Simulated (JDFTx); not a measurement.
# Ag in JDFTx: convergence with cutoff

Input of the first run (cutoff 435.382 eV); the others differ in this setting and in those tied to it:

Ag.in

```
lattice \
   -0.0480462867     3.8590097191     3.8717048992 \
    3.8702611484     0.0036774070     3.8312326348 \
    3.8643803207     3.8126547373    -0.0090177731
coords-type Lattice
ion Ag     0.0043520000    -0.0007060000    -0.0306180000 1

ion-species pseudo/Ag.upf
elec-cutoff 16
elec-ex-corr gga-PBE
kpoint-folding 7 7 7
elec-smearing Fermi 0.0018374661
elec-n-bands 15
electronic-SCF nIterations 100 energyDiffThreshold 1e-09
electronic-minimize nIterations 30 energyDiffThreshold 1e-7
converge-empty-states yes
forces-output-coords Cartesian

dump-name run.$VAR
dump End Ecomponents EigStats BandEigs Kpoints Forces Stress
```

Potentials or basis: PseudoDojo-SR-PBE-0.4.1-standard.

Launch:

```bash
$ jdftx -c 1 -i Ag.in -o Ag.out
```

The cell isn't the ideal one: cell strained at random at fixed volume.

Hardware: 1 thread of AMD EPYC 9R14 (Zen 4), with other jobs on the host.

Question: The values tried are 435.382 eV, 544.228 eV, 680.285 eV, 789.13 eV, 897.976 eV, 1006.82 eV, 1115.67 eV, 1278.93 eV, 1496.63 eV, loosest first. From which on does the pressure stay within 0.1 GPa of the tightest run that finished?

Answer: From 1278.93 eV on.

```
    cutoff  energy less the tightest run, at zero smearing (meV/atom)  pressure (GPa)  SCF cycles  CPU time (s)  peak memory (GiB)
435.382 eV                                                   26121.37         -660.84           8            11               0.06
544.228 eV                                                    9268.40         -313.82           9            25               0.08
680.285 eV                                                    2105.71         -101.28           9            37                0.1
 789.13 eV                                                     542.89          -32.04          10            43               0.12
897.976 eV                                                     106.21           -5.36          10            41               0.13
1006.82 eV                                                      14.43            2.52          10            43               0.15
1115.67 eV                                                       1.04            4.24           9            43               0.17
1278.93 eV                                                       0.19            4.42           9            78                0.2
1496.63 eV                                                       0.00            4.42           9           100               0.24
```

Against the tightest run, the energy stays within 1 meV/atom from 1278.93 eV on. The tightest run that finished is the yardstick and may itself not be fully converged.

Caveat, for the tightest run too: the k mesh is coarse (spacing up to 0.38 Å⁻¹), so the values aren't converged.
